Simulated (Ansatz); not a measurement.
Crystal: Cd.

```
Cd
1.0
     2.97887    0.00000    0.00000
    -1.48944    2.57978    0.00000
     0.00000    0.00000    5.61765
Cd
2
Cartesian
  1.4894 0.8599 4.2132
  0.0000 1.7199 1.4044
```

```yaml
Program: Ansatz 0.2.0
Task: relaxation of cell and atoms
Functional: PBE
Potentials_or_basis: Ansatz PAW
Cutoff: "420 eV (not typed: the program's choice for these potentials)"
k_mesh: 10 × 10 × 5
Occupations: fermi-dirac, width 0.05 eV
Spin: no spin polarisation
```

At the start: volume 21.59 Å³/atom.

Question: How do energy, volume and symmetry change on relaxing?

Answer: It ends after 5 steps and the volume is 22.72 Å³/atom (+5.3 %); space group P6_3/mmc (No. 194, to 0.05 Å).

The path:
| step | energy change (eV) | largest force (eV/Å) | volume (Å³) |
| --- | --- | --- | --- |
| 1 | 0.0000 | 0.0000 | 43.17 |
| 2 | -0.0182 | 0.0000 | 45.95 |
| 3 | -0.0192 | 0.0000 | 45.51 |
| 4 | -0.0193 | 0.0000 | 45.44 |
| 5 | -0.0201 | 0.0000 | 45.44 |

Final structure:
```xyz
2
Lattice="3.0376 0.0000 0.0000 -1.5188 2.6307 0.0000 0.0000 0.0000 5.6867" Properties=species:S:1:pos:R:3 pbc="T T T"
Cd    1.5188    0.8769    4.2650
Cd    0.0000    1.7538    1.4217
```

Caveat: the plane-wave basis is chosen anew once the cell has moved, so the energies of steps on either side of that aren't comparable.
